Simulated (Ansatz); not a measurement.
# K (Fm-3m) in Ansatz: convergence with k mesh

Aim: find how far k mesh must go before the results for K settle, at LDA. This setting moves, with any that are tied to it; all else stays.

Program: Ansatz 0.2.0. These are calculated values, not measurements. Logs are shortened: lines on timing, memory, paths and dates and some standing lists are left out, and cuts for length are marked.

**1. The structure**

The structure is cubic, space group Fm-3m (No. 225). Conventional cell: a = 6.784 Å, b = 6.784 Å, c = 6.784 Å, α = 90.00°, β = 90.00°, γ = 90.00°.

This isn't the form of K at room conditions, which is bcc.

**2. With k mesh 1 × 1 × 1**

File input.yaml:

```yaml
crystal:
  lattice:
    - [0.0, 3.391872818, 3.391872818]
    - [3.391872818, 0.0, 3.391872818]
    - [3.391872818, 3.391872818, 0.0]
  atoms:
    - { symbol: K, position: [0.0, 0.0, 0.0] }
kpoints:
  mp_grid: { grid: [1, 1, 1] }
scf:
  occupations: { method: fermi_dirac, width: 0.05 }
hamiltonian:
  xc: lda
  pseudopotentials: { kind: all_electron, lapw: { basis_error: 0.001 } }
output:
  forces: true
  stress: true
  eigenvalues: true
```

Potentials or basis: all-electron LAPW, scalar-relativistic.

Launch:

```
$ ansatz run input.yaml --threads 1 --pin off --max-ram 3072MiB --backend cpu --events-out ev --progress --plain --runs-dir out
```

Wall time 0.47 s (1 thread of Arm Neoverse V1, shared host); peak memory 0.17 GiB.

What came out:

```yaml
Free_energy: -16344.3666 eV
Pressure: -1.5 GPa
Band_gap_on_the_k_mesh: none (metal or under the smearing width)
```

**3. With k mesh 2 × 2 × 2**

Changes to input.yaml since step 2:

```diff
@@ -8,3 +8,3 @@
 kpoints:
-  mp_grid: { grid: [1, 1, 1] }
+  mp_grid: { grid: [2, 2, 2] }
 scf:
```

Potentials or basis: all-electron LAPW, scalar-relativistic.

Launch:

```
$ ansatz run input.yaml --threads 1 --pin off --max-ram 3072MiB --backend cpu --events-out ev --progress --plain --runs-dir out
```

It took 0.44 s on 1 thread of Arm Neoverse V1, shared host; peak memory 0.17 GiB.

Results:

| Item | Value |
| --- | --- |
| Free energy | -16342.7055 eV |
| Pressure | -0.3 GPa |
| Band gap on the k mesh | none (metal or under the smearing width) |

**4. With k mesh 4 × 4 × 4**

Changes to input.yaml since step 3:

```diff
@@ -8,3 +8,3 @@
 kpoints:
-  mp_grid: { grid: [2, 2, 2] }
+  mp_grid: { grid: [4, 4, 4] }
 scf:
```

Launch:

```
$ ansatz run input.yaml --threads 1 --pin off --max-ram 3072MiB --backend cpu --events-out ev --progress --plain --runs-dir out
```

It took 0.55 s on 1 thread of Arm Neoverse V1, shared host; peak memory 0.18 GiB.

What came out:

- Free energy: -16343.0928 eV
- Pressure: -0.5 GPa
- Band gap on the k mesh: none (metal or under the smearing width)

**5. With k mesh 5 × 5 × 5**

Changes to input.yaml since step 4:

```diff
@@ -8,3 +8,3 @@
 kpoints:
-  mp_grid: { grid: [4, 4, 4] }
+  mp_grid: { grid: [5, 5, 5] }
 scf:
```

Launch:

```
$ ansatz run input.yaml --threads 1 --pin off --max-ram 3072MiB --backend cpu --events-out ev --progress --plain --runs-dir out
```

It took 0.6 s on 1 thread of Arm Neoverse V1, shared host; peak memory 0.18 GiB.

What came out:

| Property | Result |
| --- | --- |
| Free energy | -16343.1724 eV |
| Pressure | -0.6 GPa |
| Band gap on the k mesh | none (metal or under the smearing width) |

**6. With k mesh 6 × 6 × 6**

Changes to input.yaml since step 5:

```diff
@@ -8,3 +8,3 @@
 kpoints:
-  mp_grid: { grid: [5, 5, 5] }
+  mp_grid: { grid: [6, 6, 6] }
 scf:
```

Potentials or basis: all-electron LAPW, scalar-relativistic.

Launch:

```
$ ansatz run input.yaml --threads 1 --pin off --max-ram 3072MiB --backend cpu --events-out ev --progress --plain --runs-dir out
```

It took 0.69 s on 1 thread of Arm Neoverse V1, shared host; peak memory 0.18 GiB.

What came out:

- Free energy: -16343.1391 eV
- Pressure: -0.6 GPa
- Band gap on the k mesh: none (metal or under the smearing width)

**7. With k mesh 7 × 7 × 7**

Changes to input.yaml since step 6:

```diff
@@ -8,3 +8,3 @@
 kpoints:
-  mp_grid: { grid: [6, 6, 6] }
+  mp_grid: { grid: [7, 7, 7] }
 scf:
```

Launch:

```
$ ansatz run input.yaml --threads 1 --pin off --max-ram 3072MiB --backend cpu --events-out ev --progress --plain --runs-dir out
```

It took 1.3 s on 1 thread of Arm Neoverse V1, shared host; peak memory 0.18 GiB.

What came out:

| Property | Result |
| --- | --- |
| Free energy | -16343.1540 eV |
| Pressure | -0.6 GPa |
| Band gap on the k mesh | none (metal or under the smearing width) |

**8. With k mesh 8 × 8 × 8**

Changes to input.yaml since step 7:

```diff
@@ -8,3 +8,3 @@
 kpoints:
-  mp_grid: { grid: [7, 7, 7] }
+  mp_grid: { grid: [8, 8, 8] }
 scf:
```

Launch:

```
$ ansatz run input.yaml --threads 1 --pin off --max-ram 3072MiB --backend cpu --events-out ev --progress --plain --runs-dir out
```

Wall time 1.1 s (1 thread of Arm Neoverse V1, shared host); peak memory 0.18 GiB.

The run converged. Its results:

| Property | Result |
| --- | --- |
| Free energy | -16343.1443 eV |
| Pressure | -0.6 GPa |
| Band gap on the k mesh | none (metal or under the smearing width) |

**9. With k mesh 10 × 10 × 10**

Changes to input.yaml since step 8:

```diff
@@ -8,3 +8,3 @@
 kpoints:
-  mp_grid: { grid: [8, 8, 8] }
+  mp_grid: { grid: [10, 10, 10] }
 scf:
```

Potentials or basis: all-electron LAPW, scalar-relativistic.

Launch:

```
$ ansatz run input.yaml --threads 1 --pin off --max-ram 3072MiB --backend cpu --events-out ev --progress --plain --runs-dir out
```

The log of the run:

```text
Warning: RAYON_NUM_THREADS=1 ignored (pool sized by the plan → 1); use --threads N
LAPW: plane waves up to 3.569 Å⁻¹, error target 1.0e-3 eV per atom; small_component_spin mean_spin; K in spheres of 2.398 Å, 9 of its electrons in bands, Dirac shells [] (how accurate: hamiltonian.pseudopotentials.lapw.basis_error, Limitations)
Engine: ansatz 0.2.0, aarch64-unknown-linux-gnu
Pseudopotentials: kind: all_electron
Pseudopotential: K, LAPW, valence charge 9, lapw/all_electron/scalar/gaussian/K, Koelling and Harmon's equation, gaussian nucleus
Functional definition: SPW92
  exchange = slater_x
  correlation = pw_c
Crystal: 1 atoms, lattice volume = 78.046 Å³
Basis set: ecut = 48.51762016326229 eV, 59 PW (Γ), exchange–correlation at level 2
Bands: 9, of which v1, the nominal top of the filled ones, is band 5 counted from 1 (4 counted from 0)
Symmetry: 48 space group operations
Space group: Fm-3m (ITA 225), of the structure as read, at distance tolerance 4.3e-5 Å
k-points: 47 of 1000
Non-local potential: K, projectors of the file, none
Initial density: superposition of atomic densities (chi_scale 0.1, normalization cell)
Initial wavefunctions: plane waves of lowest kinetic energy (no species holds an atomic orbital)
Functional: x = slater, c = lda
iter 1 solved again at ethr=1.76e-5 eV; its pass at ethr=1.00e-1 eV (dr2=1.59e-3 eV) is discarded
SCF iter   1: F=—  HF=-16343.146684 eV  |F-HF|=—  |Δ(HF+E_count)|=         —  Δρ=9.81e-4  dr2=1.59e-3  ethr=1.76e-5  ⟨swp⟩=4.6  Hψ=3538  notcnv=0
preconditioner: auto → none  [insulator: Δε(μ)=0.143 eV  Ē_g=3.870 eV  σ=0.050 eV  W_gap=0.51  n_scr=14 (ndim 8)  ℏωp=4.2 eV  f_vac=0.000  D(μ)=0.89/eV (n_scr^D=0)  ε∞_Penn≈2.2]
SCF iter   2: F=—  HF=-16343.146072 eV  |F-HF|=—  |Δ(HF+E_count)|=   6.12e-4  Δρ=4.94e-4  dr2=4.02e-4  ethr=1.76e-5  ⟨swp⟩=2.0  Hψ=1445  notcnv=0
iter 3 solved again at ethr=1.05e-7 eV; its pass at ethr=4.47e-6 eV (dr2=9.42e-6 eV) is discarded
SCF iter   3: F=—  HF=-16343.146305 eV  |F-HF|=—  |Δ(HF+E_count)|=   2.34e-4  Δρ=7.63e-5  dr2=9.41e-6  ethr=1.05e-7  ⟨swp⟩=2.0  Hψ=2279  notcnv=0
SCF iter   4: F=—  HF=-16343.146308 eV  |F-HF|=—  |Δ(HF+E_count)|=   2.32e-6  Δρ=6.41e-6  dr2=5.83e-8  ethr=1.05e-7  ⟨swp⟩=2.1  Hψ=1450  notcnv=0
SCF iter   5: F=-16343.146308 eV  HF=-16343.146308 eV  |F-HF|=1.94e-9  |Δ(HF+E_count)|=   1.56e-7  Δρ=7.69e-7  dr2=8.13e-10  ethr=6.48e-10  ⟨swp⟩=2.7  Hψ=1480  notcnv=0
SCF 1 converged in 5 iterations: F = -16343.146308 eV  dr2 = 8.13e-10
SCF converged after 5 iterations
Free energy (F): -16343.146308 eV
Harris-Foulkes:  -16343.146308 eV  (|F-HF|=1.94e-9)
Internal energy: -16343.139286 eV  (E = F + TS)
E sigma→0 (E₀):  -16343.142797 eV
Entropy (-TS):   -0.007022 eV (-7.022 meV/atom)
Fermi energy:    1.476386 eV
--- Per-component energies (eV) ---
  E_band       = -144.449708
  E_kinetic    = 16443.943712
  E_xc         = -866.201369
  E_electrostatic = -31920.881630  (all electrons and nuclei)
  E_smearing   = -0.007022  (= −TS)
  E_closure    = 0.000000  (closes the sum)
  E_atoms      = -16342.010814  (free atoms, spherical and without spin; not in F)
  Σ components = -16343.146308   (vs F -16343.146308, Δ=0.00e0)
  Basis errors (estimates in eV, not in F): energy 2.3e-4 per atom: plane waves 2.3e-4 (1.2e-4 summed), levels above the bands 1.8e-45, relativity 1.0e-10, radial functions 3.3e-6, core shells 5.8e-13; eigenvalues (radial functions only) 4.5e-6; not estimated: angular momenta, meshes, grids; target (lapw.basis_error) 1.0e-3; muffin-tin radii K 2.398 Å
--- Forces (eV/Å), atoms counted from 1 ---
  atom   1  K     -0.00000000    -0.00000000     0.00000000
  max |Σ_I F_I| component: 3.85e-33 eV/Å
--- Stress (GPa, compression-positive) ---
       -0.592854       0.000000       0.000000
        0.000000      -0.592854       0.000000
        0.000000       0.000000      -0.592854
  P = ⅓ Tr σ = -0.5929 GPa (-5.929 kbar)
--- Band table (eV; the first three rows and the last of 47) ---
  k-point 0: bands = ["-30.3970", "-14.0399", "-14.0399", "-14.0399", "-0.5748", "5.5397", "5.5397", "5.5397", "6.6914"]
  k-point 1: bands = ["-30.3967", "-14.0453", "-14.0406", "-14.0406", "-0.4624", "5.2458", "5.5814", "5.5814", "6.6024"]
  k-point 2: bands = ["-30.3960", "-14.0593", "-14.0426", "-14.0426", "-0.1315", "4.5719", "5.6274", "5.6274", "6.5201"]
  k-point 46: bands = ["-30.3931", "-14.0814", "-14.0715", "-14.0609", "2.8881", "3.0717", "3.3419", "4.3681", "6.9624"]
```

Run time: 1.6 s. Hardware: 1 thread of Arm Neoverse V1, shared host; peak memory 0.19 GiB.

Results:

* Free energy: -16343.1463 eV
* Pressure: -0.6 GPa
* Band gap on the k mesh: none (metal or under the smearing width)

**10. The series at a glance**

```
      k mesh  energy less the tightest run, at zero smearing (meV/atom)  pressure (GPa)  SCF cycles  CPU time (s)  peak memory (GiB)
   1 × 1 × 1                                                   -1189.12           -1.46           5          0.47               0.17
   2 × 2 × 2                                                     451.76           -0.25           4          0.43               0.17
   4 × 4 × 4                                                      60.20           -0.52           5          0.54               0.18
   5 × 5 × 5                                                     -27.91           -0.63           5           0.6               0.18
   6 × 6 × 6                                                       7.33           -0.58           5          0.68               0.18
   7 × 7 × 7                                                      -9.84           -0.61           5           1.3               0.18
   8 × 8 × 8                                                       1.65           -0.59           5           1.1               0.18
10 × 10 × 10                                                       0.00           -0.59           5           1.5               0.19
```

Against the tightest run, the pressure stays within 0.1 GPa from 4 × 4 × 4 on. Not settled before the last step: the energy (to 1 meV/atom). Meshes of other sizes hit other points, so gaps and Fermi surfaces needn't settle smoothly. The tightest run that finished is the yardstick and may itself not be fully converged.
